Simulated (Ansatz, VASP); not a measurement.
One calculation of C, two programs

```xyz
2
Lattice="2.0986 -1.2117 0.0000 2.0986 1.2117 0.0000 -1.3604 0.0000 3.4555" Properties=species:S:1:pos:R:3 pbc="T T T"
C    -0.6609    0.0000    3.4552
C     3.4976    0.0000    0.0003
```

Change from the starting cell: volume scaled by 0.96.

Alike in both runs: task single point; functional PBE; k mesh 13 × 13 × 8; occupations fermi-dirac, width 0.05 eV; no spin polarisation.

|  | VASP | Ansatz |
| --- | --- | --- |
| version | VASP 6.6.1 | Ansatz 0.2.0 |
| potentials or method | VASP PAW PBE potentials, release 64 (C), cutoff 520 eV | all-electron LAPW, scalar-relativistic |

VASP gave:

```
gap on the k mesh at the Fermi level (eV)       : 0.94
least direct gap on the mesh (eV)               : 0.95
pressure (GPa)                                  : 16.4
largest component of the traceless stress (GPa) : 13.88
```

Question: What did Ansatz give for the same quantities?

Answer: gap on the k mesh at the Fermi level (eV): 0.94; least direct gap on the mesh (eV): 0.96; pressure (GPa): 15.8; largest component of the traceless stress (GPa): 13.25.

Ansatz ran all-electron here, so the differences hold the error of VASP's frozen core and of both bases.

Caveats: an odd mesh through Γ misses points on the zone boundary, where band edges often lie; this functional lacks dispersion, which binds the layers, so the pressure and a relaxed spacing across them are unreliable; so large a pressure means that the cell lies far from this level's equilibrium, or that cutoff or potentials fall short (VASP).
